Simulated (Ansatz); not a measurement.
# Sn: the cost of one run

Computed with Ansatz 0.2.0 (DFT PBE, scalar-relativistic, plane waves, PAW, unless a step's input says otherwise).

The COD entry's cell or inner coordinates are ideal or old and differ from later refinements, so a difference from it is no clean test against experiment.

## (1) The system as given

The structure is hexagonal, space group P6_3mc (No. 186). The conventional cell has a = 4.019 Å, b = 4.019 Å, c = 11.047 Å, α = 90.00°, β = 90.00°, γ = 120.00°. Around Sn (site symmetry 3m) lie 3 Sn at 2.32 Å.

As a file:

```cif
data_structure
_symmetry_space_group_name_H-M 'P6_3mc'
_symmetry_Int_Tables_number 186
_cell_length_a 4.0186
_cell_length_b 4.0186
_cell_length_c 11.0471
_cell_angle_alpha 90.000
_cell_angle_beta 90.000
_cell_angle_gamma 120.000
_cell_volume 154.50
loop_
_atom_site_label
_atom_site_type_symbol
_atom_site_symmetry_multiplicity
_atom_site_Wyckoff_symbol
_atom_site_fract_x
_atom_site_fract_y
_atom_site_fract_z
_atom_site_occupancy
Sn1 Sn 2 a 0.00000 0.00000 0.00000 1
Sn2 Sn 2 b 0.33333 0.66667 0.00500 1
```

This is candidate A: C type (P6_3mc, No. 186).

(A quick probe on a coarse mesh, which set the mesh and smearing, is not shown.)

## (3) Coarse relaxation (candidate A)

Contents of input.yaml:

```yaml
crystal:
  lattice:
    - [4.0186039267, 0.0, 0.0]
    - [-2.0093019634, 3.4802130882, 0.0]
    - [0.0, 0.0, 11.0470987061]
  atoms:
    - { symbol: Sn, position: [0.0, 0.0, 0.0] }
    - { symbol: Sn, position: [0.0, 0.0, 0.5] }
    - { symbol: Sn, position: [0.3333333333, 0.6666666667, 0.005] }
    - { symbol: Sn, position: [0.6666666667, 0.3333333333, 0.505] }
basis:
  ecutwfc: 420
kpoints:
  mp_grid: { grid: [6, 6, 2] }
hamiltonian:
  xc: pbe
scf:
  occupations: { method: gaussian, width: 0.1 }
  lower_state_search: "off"
output:
  forces: true
  stress: true
  eigenvalues: true
relax:
  adjacent_minimum: "off"
  f_tol: 0.04
  max_steps: 70
  cell: { stress_tol: 0.4 }
```

What time and memory should one allow on 1 thread of an Arm CPU, shared host?

About 2.1 min, with a peak of 0.36 GiB.
